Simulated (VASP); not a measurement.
# Al2O3 (P-6m2) in VASP: notebook

Runs on Al2O3. Level: LDA. Tasks: single point.

Everything below comes from runs of VASP 6.6.1. Logs are shortened: lines on timing, memory, paths and dates and some standing lists are left out, and cuts for length are marked.

**1. The structure**

The structure is hexagonal, space group P-6m2 (No. 187). The conventional cell has a = 2.884 Å, b = 2.884 Å, c = 9.337 Å, α = 90.00°, β = 90.00°, γ = 120.00°. Around Al (site symmetry 3m) lie 3 O at 1.80 Å. O (site symmetry 3m) is surrounded by 3 Al at 1.80 Å. O (site symmetry -6m2) has 6 Al at 2.18 Å as nearest neighbours.

Measurements of this composition are mostly on another form, of space group No. 167.

**2. Single point, LDA**

File INCAR:

```
ADDGRID = False
ALGO = Normal
EDIFF = 1E-7
ENCUT = 300
GGA = CA
ISIF = 2
ISMEAR = 0
LASPH = True
LCHARG = False
LREAL = False
LWAVE = False
NBANDS = 20
NELM = 100
PREC = Accurate
SIGMA = 0.05
```

File KPOINTS:

```
k-points
0
Gamma
  8 8 2
```

File POSCAR:

```
Al2O3
1.0
    2.8843249483      0.0000000000      0.0000000000
   -1.4421624742      2.4978986780      0.0000000000
    0.0000000000      0.0000000000      9.3367544600
Al O
2 3
Direct
    0.0000000000      0.0000000000      0.8500076700
    0.0000000000      0.0000000000      0.1499923300
    0.3333333333      0.6666666667      0.7776830800
    0.6666666667      0.3333333333      0.0000000000
    0.3333333333      0.6666666667      0.2223169200
```

Potentials or basis: VASP PAW LDA potentials, release 64 (Al, O).

Run with:

```
$ cat potpaw_LDA.64/Al/POTCAR potpaw_LDA.64/O/POTCAR > POTCAR
$ mpirun -np 1 vasp_std > vasp.out
```

OUTCAR:

```text
EDIFF = 1E-7
   ENCUT = 300
   GGA = CA
   ISIF = 2
   ISMEAR = 0
   LASPH = True
   LREAL = False
   NELM = 100
   PREC = Accurate

 Found     20 irreducible k-points:

 Following reciprocal coordinates:
            Coordinates               Weight
  0.000000  0.000000  0.000000      1.000000
  0.125000 -0.000000  0.000000      6.000000
  0.250000 -0.000000  0.000000      6.000000
  0.375000  0.000000  0.000000      6.000000
  0.500000 -0.000000  0.000000      3.000000
  0.125000  0.125000  0.000000      6.000000
   k-points           NKPTS =     20   k-points in BZ     NKDIM =     20   number of bands    NBANDS=     20
   number of dos      NEDOS =    301   number of ions     NIONS =      5
   total plane-waves  NPLWV =  13824
   dimension x,y,z NGX =    16 NGY =   16 NGZ =   54
   dimension x,y,z NGXF=    32 NGYF=   32 NGZF=  108
   ions per type =               2   3
   NGX,Y,Z   is equivalent  to a cutoff of   9.22,  9.22,  9.61 a.u.
   NGXF,Y,Z  is equivalent  to a cutoff of  18.44, 18.44, 19.23 a.u.
 SYSTEM =  unknown system
   PREC   = accura    normal or accurate (medium, high low for compatibility)
   ISTART =      0    job   : 0-new  1-cont  2-samecut
   ICHARG =      2    charge: 1-file 2-atom 10-const
   ISPIN  =      1    spin polarized calculation?
   LNONCOLLINEAR =      F non collinear calculations
   LSORBIT =      F    spin-orbit coupling
   LASPH  =      T    aspherical Exc in radial PAW
   ENCUT  =  300.0 eV  22.05 Ry    4.70 a.u.   4.07  4.07 13.19*2*pi/ulx,y,z
   NELM   =    100;   NELMIN=  2; NELMDL= -5     # of ELM steps
   EDIFF  = 0.1E-06   stopping-criterion for ELM
   LREAL  =      F    real-space projection
   EDIFFG = 0.1E-05   stopping-criterion for IOM
   NSW    =      0    number of steps for IOM
   IBRION =     -1    ionic relax: 0-MD 1-quasi-New 2-CG
   NFREE  =      0    steps in history (QN), initial steepest desc. (CG)
   ISIF   =      2    stress and relaxation
   ISYM   =      2    0-nonsym 1-usesym 2-fastsym
   POTIM  = 0.5000    time-step for ionic-motion
   TEBEG  =    0.0;   TEEND  =   0.0 temperature during run
   PSTRESS=    0.0 pullay stress
   NELECT =      24.0000    total number of electrons
   NUPDOWN=      -1.0000    fix difference up-down
   EMIN   =  10.00;   EMAX   =-10.00  energy-range for DOS
   EFERMI =   0.00;   METHOD = LEGACY
   ISMEAR =     0;   SIGMA  =   0.05  broadening in eV -4-tet -1-fermi 0-gaus
   EFERMI_NEDOS =   21; number of points for ismear=-14 and -15
   IALGO  =     38    algorithm
   IMIX   =      4    mixing-type and parameters
     AMIX     =   0.40;   BMIX     =  1.00
     AMIX_MAG =   1.60;   BMIX_MAG =  1.00
  volume/ion in A,a.u.               =      13.45        90.79
  Fermi-wavevector in a.u.,A,eV,Ry     =   1.161111  2.194181 18.343074  1.348178
  Thomas-Fermi vector in A             =   2.297686
   LORBIT       =      0    0 simple, 1 ext, 2 COOP (PROOUT), +10 PAW based schemes
   GGA     = CA    functional components
   LHFCALC =     F    Hartree Fock is set to
   AEXX    =    0.0000 exact exchange contribution
   IVDW    =     0    specifies the selected vdW correction
   LEPSILON=     F    determine dielectric tensor
   LRPA    =     F    only Hartree local field effects (RPA)
 non-spin polarized calculation
 Gauss-broadening in eV      SIGMA  =   0.05
  energy-cutoff  :      300.00
  volume of cell :       67.27
 maximum number of plane-waves:       808
   NGX =  9   NGY =  9   NGZ = 27

 number of electron      23.9999995 magnetization

 Free energy of the ion-electron system (eV)
  ---------------------------------------------------
  ext. energy  EPLUGINS =         0.00000000
  ---------------------------------------------------
  free energy    TOTEN  =       -40.56505225 eV

  energy without entropy =      -40.56505225  energy(sigma->0) =      -40.56505225

 E-fermi :   0.8033     XC(G=0):  -8.8987

 val. band max:        0.4929233154   @ k =   0.1250   0.1250   0.0000
 cond. band min:       5.2286181753   @ k =   0.0000   0.0000   0.0000
 fundamental gap:      4.7356948598
 Fermi energy:         0.8033328195

 k-point     1 :       0.0000    0.0000    0.0000
  band No.  band energies     occupation
      1     -18.0263      2.00000
      2     -16.9864      2.00000
      3     -15.7624      2.00000
      4      -4.4605      2.00000
      5      -1.6120      2.00000
      6      -0.9131      2.00000
[... 12 lines left out ...]
     19      15.2121      0.00000
     20      15.2167      0.00000

 k-point     2 :       0.1250   -0.0000    0.0000
  band No.  band energies     occupation
      1     -17.8398      2.00000
      2     -16.8453      2.00000
      3     -15.7060      2.00000
      4      -4.3809      2.00000
      5      -2.1284      2.00000
      6      -1.4766      2.00000
[... 12 lines left out ...]
     19      13.9411      0.00000
     20      15.0570      0.00000

 k-point     3 :       0.2500   -0.0000    0.0000
  band No.  band energies     occupation
      1     -17.3202      2.00000
      2     -16.4733      2.00000
      3     -15.5589      2.00000
      4      -4.3737      2.00000
      5      -3.5874      2.00000
      6      -2.5498      2.00000
[... 12 lines left out ...]
     19      13.3288      0.00000
     20      13.9213      0.00000

 k-point     4 :       0.3750    0.0000    0.0000
  band No.  band energies     occupation
      1     -16.6345      2.00000
      2     -16.0626      2.00000
      3     -15.5121      2.00000
      4      -4.9929      2.00000
      5      -4.9499      2.00000
      6      -3.5591      2.00000
[... 12 lines left out ...]
     19      13.4244      0.00000
     20      14.5192      0.00000

 k-point     5 :       0.5000   -0.0000    0.0000
  band No.  band energies     occupation
      1     -16.2107      2.00000
      2     -15.8844      2.00000
      3     -15.6046      2.00000
      4      -5.4951      2.00000
      5      -5.3624      2.00000
      6      -3.9309      2.00000
[... 12 lines left out ...]
     19      13.9478      0.00000
     20      14.2437      0.00000

 k-point     6 :       0.1250    0.1250    0.0000
  band No.  band energies     occupation
      1     -17.4837      2.00000
      2     -16.5859      2.00000
      3     -15.5942      2.00000
      4      -4.2983      2.00000
      5      -2.9392      2.00000
      6      -2.5041      2.00000
[... 12 lines left out ...]
     19      13.4209      0.00000
     20      14.0532      0.00000

 [... further k-points ...]
[... 5 lines left out ...]
  --------------------------------------------------------------------------------------
  -------------------------------------------------------------------------------------
  Total      -16.6579363    -16.6579363    -16.1642241      0.0000000     -0.0000000     -0.0000000
  in kB     -396.7499097   -396.7499097   -384.9909338      0.0000000     -0.0000000     -0.0000000
  external PRESSURE =    -392.8302511 kB  Pullay stress =       0.0000000 kB

 VOLUME and BASIS-vectors are now :
 -----------------------------------------------------------------------------
  energy-cutoff  :      300.00
  volume of cell :       67.27
      direct lattice vectors                 reciprocal lattice vectors
     2.884324948  0.000000000  0.000000000     0.346701574  0.200168247  0.000000000
    -1.442162474  2.497898678  0.000000000     0.000000000  0.400336494  0.000000000
     0.000000000  0.000000000  9.336754460     0.000000000  0.000000000  0.107103598

 POSITION                                       TOTAL-FORCE (eV/Angst)
 -----------------------------------------------------------------------------------
      0.00000      0.00000      7.93631        -0.000000     -0.000000     -0.144599
      0.00000      0.00000      1.40044        -0.000000      0.000000      0.144599
     -0.00000      1.66527      7.26104         0.000000     -0.000000      0.759913
      1.44216      0.83263      0.00000         0.000000     -0.000000      0.000000
     -0.00000      1.66527      2.07572         0.000000     -0.000000     -0.759913
 -----------------------------------------------------------------------------------
    total drift:                               -0.000004      0.000002     -0.000000

  FREE ENERGIE OF THE ION-ELECTRON SYSTEM (eV)
  ---------------------------------------------------
  free  energy   TOTEN  =       -40.5650522500 eV

  energy  without entropy=      -40.5650522500  energy(sigma->0) =      -40.56505225
```

It took 7.1 s on 1 thread of AMD EPYC 9R45 (Zen 5), shared host; peak memory 0.09 GiB.

The run converged, but a check on its numbers failed (symmetry, net force, bounds or a known fault of this set-up), so they aren't taken as properties of the crystal.

Caveat: the cutoff lies under the usual one of these potentials, so the numbers hold a large basis-set error; a pressure of tens of GPa on the cell as given is suspect, and the run, the potentials or the cell itself is likely at fault.

**3. Single point, LDA**

Edit INCAR of step 2 so:

```diff
@@ -3,3 +3,3 @@
 EDIFF = 1E-7
-ENCUT = 300
+ENCUT = 600
 GGA = CA
```

File KPOINTS:

```
k-points
0
Gamma
  5 5 2
```

POSCAR is that of step 2.

Potentials or basis: VASP PAW LDA potentials, release 64 (Al, O).

Run with:

```
$ cat potpaw_LDA.64/Al/POTCAR potpaw_LDA.64/O/POTCAR > POTCAR
$ mpirun -np 1 vasp_std > vasp.out
```

Wall time 13 s (1 thread of AMD EPYC 9R45 (Zen 5), shared host); peak memory 0.13 GiB.

The run converged, but some of its settings lie outside the range that counts as converged, so its numbers aren't taken as properties of the crystal.

What came out:

```yaml
Free_energy: -40.0990 eV
Pressure: -6.6 GPa
Largest_force: 0.504 eV/Å
Band_gap_on_the_k_mesh: 4.75 eV, indirect (least direct gap 4.99 eV)
```

Caveat: the k mesh is coarse (spacing up to 0.50 Å⁻¹), so the values aren't converged; an odd mesh through Γ misses points on the zone boundary, where band edges often lie.

**4. Single point, LDA**

Edit INCAR of step 3 so:

```diff
@@ -3,3 +3,3 @@
 EDIFF = 1E-7
-ENCUT = 600
+ENCUT = 400
 GGA = CA
```

File KPOINTS:

```
k-points
0
Gamma
  8 8 2
```

POSCAR is that of step 3.

Potentials or basis: VASP PAW LDA potentials, release 64 (Al, O).

Run with:

```
$ cat potpaw_LDA.64/Al/POTCAR potpaw_LDA.64/O/POTCAR > POTCAR
$ mpirun -np 1 vasp_std > vasp.out
```

OUTCAR:

```text
EDIFF = 1E-7
   ENCUT = 400
   GGA = CA
   ISIF = 2
   ISMEAR = 0
   LASPH = True
   LREAL = False
   NELM = 100
   PREC = Accurate

 Found     20 irreducible k-points:

 Following reciprocal coordinates:
            Coordinates               Weight
  0.000000  0.000000  0.000000      1.000000
  0.125000 -0.000000  0.000000      6.000000
  0.250000 -0.000000  0.000000      6.000000
  0.375000  0.000000  0.000000      6.000000
  0.500000 -0.000000  0.000000      3.000000
  0.125000  0.125000  0.000000      6.000000
   k-points           NKPTS =     20   k-points in BZ     NKDIM =     20   number of bands    NBANDS=     20
   number of dos      NEDOS =    301   number of ions     NIONS =      5
   total plane-waves  NPLWV =  25600
   dimension x,y,z NGX =    20 NGY =   20 NGZ =   64
   dimension x,y,z NGXF=    40 NGYF=   40 NGZF=  128
   ions per type =               2   3
   NGX,Y,Z   is equivalent  to a cutoff of  11.53, 11.53, 11.40 a.u.
   NGXF,Y,Z  is equivalent  to a cutoff of  23.06, 23.06, 22.79 a.u.
 SYSTEM =  unknown system
   PREC   = accura    normal or accurate (medium, high low for compatibility)
[... 53 lines left out ...]
  ---------------------------------------------------
  free energy    TOTEN  =       -40.16554146 eV

  energy without entropy =      -40.16554146  energy(sigma->0) =      -40.16554146

 E-fermi :   0.8536     XC(G=0):  -8.8986

 val. band max:        0.5525796553   @ k =   0.1250   0.1250   0.0000
 cond. band min:       5.2976627030   @ k =   0.0000   0.0000   0.0000
 fundamental gap:      4.7450830477
 Fermi energy:         0.8536183265

 k-point     1 :       0.0000    0.0000    0.0000
  band No.  band energies     occupation
      1     -17.9108      2.00000
      2     -16.8551      2.00000
      3     -15.6232      2.00000
      4      -4.4358      2.00000
      5      -1.5577      2.00000
      6      -0.9366      2.00000
[... 127 lines left out ...]
     19      13.3346      0.00000
     20      14.0188      0.00000

 [... further k-points ...]
[... 5 lines left out ...]
  --------------------------------------------------------------------------------------
  -------------------------------------------------------------------------------------
  Total       -4.6723023     -4.6723023     -3.8707993      0.0000000      0.0000000      0.0000000
  in kB     -111.2824231   -111.2824231    -92.1926488      0.0000000      0.0000000      0.0000000
  external PRESSURE =    -104.9191650 kB  Pullay stress =       0.0000000 kB

 VOLUME and BASIS-vectors are now :
 -----------------------------------------------------------------------------
  energy-cutoff  :      400.00
  volume of cell :       67.27
      direct lattice vectors                 reciprocal lattice vectors
     2.884324948  0.000000000  0.000000000     0.346701574  0.200168247  0.000000000
    -1.442162474  2.497898678  0.000000000     0.000000000  0.400336494  0.000000000
     0.000000000  0.000000000  9.336754460     0.000000000  0.000000000  0.107103598

 POSITION                                       TOTAL-FORCE (eV/Angst)
 -----------------------------------------------------------------------------------
      0.00000      0.00000      7.93631         0.000000     -0.000000     -0.018710
      0.00000      0.00000      1.40044         0.000000     -0.000000      0.018710
     -0.00000      1.66527      7.26104        -0.000000     -0.000000      0.488005
      1.44216      0.83263      0.00000        -0.000000      0.000000      0.000000
     -0.00000      1.66527      2.07572        -0.000000     -0.000000     -0.488005
 -----------------------------------------------------------------------------------
    total drift:                               -0.000000      0.000000     -0.000000

  FREE ENERGIE OF THE ION-ELECTRON SYSTEM (eV)
  ---------------------------------------------------
  free  energy   TOTEN  =       -40.1655414569 eV

  energy  without entropy=      -40.1655414569  energy(sigma->0) =      -40.16554146
```

Run time: 13 s. Hardware: 1 thread of AMD EPYC 9R45 (Zen 5), shared host; peak memory 0.1 GiB.

The run converged, but some of its settings lie outside the range that counts as converged, so its numbers aren't taken as properties of the crystal.

What came out:

* Free energy: -40.1655 eV
* Largest force: 0.488 eV/Å
* Band gap on the k mesh: 4.75 eV, indirect (least direct gap 5.00 eV)

Caveat: the cutoff is under 1.25 times the usual one of these potentials, so pressure, stress and relaxed cells hold a basis-set (Pulay) error.

**5. Single point, LDA**

Edit INCAR of step 4 so:

```diff
@@ -14,2 +14,2 @@
 PREC = Accurate
-SIGMA = 0.05
+SIGMA = 0.2
```

KPOINTS is that of step 4.

POSCAR is that of step 4.

Run with:

```
$ cat potpaw_LDA.64/Al/POTCAR potpaw_LDA.64/O/POTCAR > POTCAR
$ mpirun -np 1 vasp_std > vasp.out
```

Run time: 13 s. Hardware: 1 thread of AMD EPYC 9R45 (Zen 5), shared host; peak memory 0.11 GiB.

These settings aren't checked as converged: the numbers below hold their error.

Results:

* Free energy: -40.1655 eV
* Largest force: 0.488 eV/Å
* Band gap on the k mesh: 4.75 eV, indirect (least direct gap 5.00 eV)

Caveat: the cutoff is under 1.25 times the usual one of these potentials, so pressure, stress and relaxed cells hold a basis-set (Pulay) error.

**6. Single point, LDA**

Edit INCAR of step 5 so:

```diff
@@ -14,2 +14,2 @@
 PREC = Accurate
-SIGMA = 0.2
+SIGMA = 0.01
```

KPOINTS is that of step 5.

POSCAR is that of step 5.

Potentials or basis: VASP PAW LDA potentials, release 64 (Al, O).

Run with:

```
$ cat potpaw_LDA.64/Al/POTCAR potpaw_LDA.64/O/POTCAR > POTCAR
$ mpirun -np 1 vasp_std > vasp.out
```

Run time: 13 s. Hardware: 1 thread of AMD EPYC 9R45 (Zen 5), shared host; peak memory 0.1 GiB.

These settings aren't checked as converged: the numbers below hold their error.

Results:

| Property | Result |
| --- | --- |
| Free energy | -40.1655 eV |
| Largest force | 0.488 eV/Å |
| Band gap on the k mesh | 4.75 eV, indirect (least direct gap 5.00 eV) |

Caveat: the cutoff is under 1.25 times the usual one of these potentials, so pressure, stress and relaxed cells hold a basis-set (Pulay) error.

**7. For comparison**

An earlier run on the cell as given: functional PBE; potentials or basis VASP PAW PBE potentials, release 64 (Al, O); cutoff 520 eV; k mesh 11 × 11 × 3; occupations fermi-dirac, width 0.05 eV; no spin polarisation.

- Pressure: 0.1 GPa
- Largest force: 0.012 eV/Å
- Band gap on the k mesh: 4.77 eV, indirect (least direct gap 5.01 eV)
